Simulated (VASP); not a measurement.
# TaN (P-62m) in VASP: further runs, part 2 of 2

VASP 6.6.1. The steps go on from the part before.

**3. Single point, PBE+U, collinear spin, zero start**

Input file INCAR:

```
  ALGO = Normal
  EDIFF = 1E-7
  ENCUT = 520
  GGA = PE
  ISIF = 2
  ISMEAR = 0
  ISPIN = 2
  LASPH = T
  LCHARG = F
  LDAU = T
  LDAUJ = 0 0
  LDAUL = 2 -1
  LDAUPRINT = 1
  LDAUTYPE = 2
  LDAUU = 3 0
  LMAXMIX = 4
  LORBIT = 11
  LREAL = F
  LWAVE = F
  MAGMOM = 0 0 0 0 0 0
  NBANDS = 37
  NELM = 150
  PREC = Accurate
  SIGMA = 0.05
```

Input file KPOINTS:

```
k-points
0
Gamma
  4 4 6
```

Input file POSCAR:

```
TaN
1.0
    5.1960001500      0.0000000000      0.0000000000
   -2.5980000800      4.4998681300      0.0000000000
    0.0000000000      0.0000000000      2.9109996000
Ta N
3 3
Direct
    0.3333333333      0.6666666667      0.5000000000
    0.6666666667      0.3333333333      0.5000000000
    0.0000000000      0.0000000000      0.0000000000
    0.3928500000      0.0000000000      0.0000000000
    0.6071500000      0.6071500000      0.0000000000
    0.0000000000      0.3928500000      0.0000000000
```

Potentials or basis: VASP PAW PBE potentials, release 64 (Ta_pv, N).

Launch:

```bash
$ cat potpaw_PBE.64/Ta_pv/POTCAR potpaw_PBE.64/N/POTCAR > POTCAR
$ mpirun -np 1 vasp_std > vasp.out
```

OUTCAR:

```text
EDIFF = 1E-7
   ENCUT = 520
   GGA = PE
   ISIF = 2
   ISMEAR = 0
   ISPIN = 2
   LASPH = T
   LORBIT = 11
   LREAL = F
   NELM = 150
   PREC = Accurate

 ion  position               nearest neighbor table
   1  0.333  0.667  0.500-   6 2.16   6 2.16   5 2.16   5 2.16   4 2.16   4 2.16   2 3.00   2 3.00
                             2 3.00   3 3.33   3 3.33   3 3.33   3 3.33   3 3.33   3 3.33
   2  0.667  0.333  0.500-   6 2.16   6 2.16   4 2.16   4 2.16   5 2.16   5 2.16   1 3.00   1 3.00
                             1 3.00   3 3.33   3 3.33   3 3.33   3 3.33   3 3.33   3 3.33
   3  0.000  0.000  0.000-   5 2.04   4 2.04   6 2.04   2 3.33   2 3.33   1 3.33   1 3.33   1 3.33
                             2 3.33   2 3.33   1 3.33   2 3.33   2 3.33   1 3.33   1 3.33
[... 1591 lines left out ...]
      2.59800      1.49996      1.45550        -0.000000     -0.000000     -0.000000
      0.00000      0.00000      0.00000        -0.000000     -0.000000     -0.000000
      2.04125      0.00000      0.00000         0.244896     -0.000000      0.000000
      1.57738      2.73209      0.00000        -0.122448     -0.212086     -0.000000
     -1.02062      1.76777      0.00000        -0.122448      0.212086     -0.000000
 -----------------------------------------------------------------------------------
    total drift:                               -0.000002     -0.000003      0.000000

  FREE ENERGIE OF THE ION-ELECTRON SYSTEM (eV)
  ---------------------------------------------------
  free  energy   TOTEN  =       -59.3187748490 eV

  energy  without entropy=      -59.3153306166  energy(sigma->0) =      -59.31705273

 total charge

# of ion       s       p       d       tot
------------------------------------------
    1        0.304   6.277   2.268   8.850
    2        0.304   6.277   2.268   8.850
    3        0.350   6.240   2.294   8.885
    4        1.240   2.588   0.000   3.828
    5        1.240   2.588   0.000   3.828
    6        1.240   2.588   0.000   3.828
--------------------------------------------------
tot          4.680  26.560   6.830  38.070

 magnetization (x)

# of ion       s       p       d       tot
------------------------------------------
    1       -0.000  -0.000   0.000   0.000
    2       -0.000  -0.000   0.000   0.000
    3       -0.000  -0.000  -0.000  -0.000
    4        0.000  -0.000   0.000  -0.000
    5        0.000  -0.000   0.000  -0.000
    6        0.000  -0.000   0.000  -0.000
--------------------------------------------------
tot         -0.000  -0.000   0.000   0.000
```

stdout:

```text
POSCAR found type information on POSCAR TaN
 POSCAR found :  2 types and       6 ions
 scaLAPACK will be used
 LDA part: xc-table for (Slater+PW92), standard interpolation
 POSCAR, INCAR and KPOINTS ok, starting setup
 FFT: planning ... GRIDC
 FFT: planning ... GRID_SOFT
 FFT: planning ... GRID
 WAVECAR not read
 entering main loop
```

Wall time 82 s (1 thread of AMD EPYC 7R13 (Zen 3), shared host); peak memory 0.22 GiB.

What came out:

| Property | Result |
| --- | --- |
| Free energy | -59.3188 eV |
| Pressure | 14.8 GPa |
| Largest force | 0.245 eV/Å |
| Band gap on the k mesh | none (metal or under the smearing width) |
| Net moment | 0.00 μB per cell |
| Valence electrons inside the program's atomic spheres | Ta 8.85, 8.88; N 3.83 |

Forces on the atoms (eV/Å):
```
Ta   0.000  0.000  0.000
Ta   0.000  0.000  0.000
Ta   0.000  0.000  0.000
N    0.245  0.000  0.000
N   -0.122 -0.212  0.000
N   -0.122  0.212  0.000
```

Levels at points of the mesh, in eV from the Fermi level:
Spin up:
```
           k point  band 20  band 21  band 22  band 23  band 24  band 25  band 26  band 27  band 28  band 29
(0.00, 0.00, 0.00)    -5.18    -4.50    -3.61    -2.09    -0.97    -0.97     0.72     0.72     1.72     1.91
(0.50, 0.00, 0.00)    -4.77    -4.12    -4.06    -3.04    -2.72     1.13     1.87     1.96     2.46     2.58
(0.00, 0.00, 0.50)    -4.63    -4.60    -2.94    -2.94     1.78     1.99     1.99     2.18     2.18     3.26
(0.50, 0.00, 0.50)    -5.01    -4.15    -3.34    -2.16    -0.95     0.49     1.34     3.25     3.29     3.35
```
Spin down:
```
           k point  band 22  band 23  band 24  band 25  band 26  band 27
(0.00, 0.00, 0.00)    -3.61    -2.09    -0.97    -0.97     0.72     0.72
(0.50, 0.00, 0.00)    -4.06    -3.04    -2.72     1.13     1.87     1.96
(0.00, 0.00, 0.50)    -2.94    -2.94     1.78     1.99     1.99     2.18
(0.50, 0.00, 0.50)    -3.34    -2.16    -0.95     0.49     1.34     3.25
```

Eigenvalues of the final occupation matrices:
| site | spin | trace | eigenvalues |
| --- | --- | --- | --- |
| site 1 d | 1 | 1.16 | 0.21 0.21 0.23 0.23 0.28 |
| site 1 d | 2 | 1.16 | 0.21 0.21 0.23 0.23 0.28 |
| site 2 d | 1 | 1.16 | 0.21 0.21 0.23 0.23 0.28 |
| site 2 d | 2 | 1.16 | 0.21 0.21 0.23 0.23 0.28 |
| site 3 d | 1 | 1.17 | 0.19 0.19 0.23 0.23 0.33 |
| site 3 d | 2 | 1.17 | 0.19 0.19 0.23 0.23 0.33 |

Spin-orbit coupling is left out, which matters for the levels of Ta. The state reached can hang on the start; a lower one may exist.
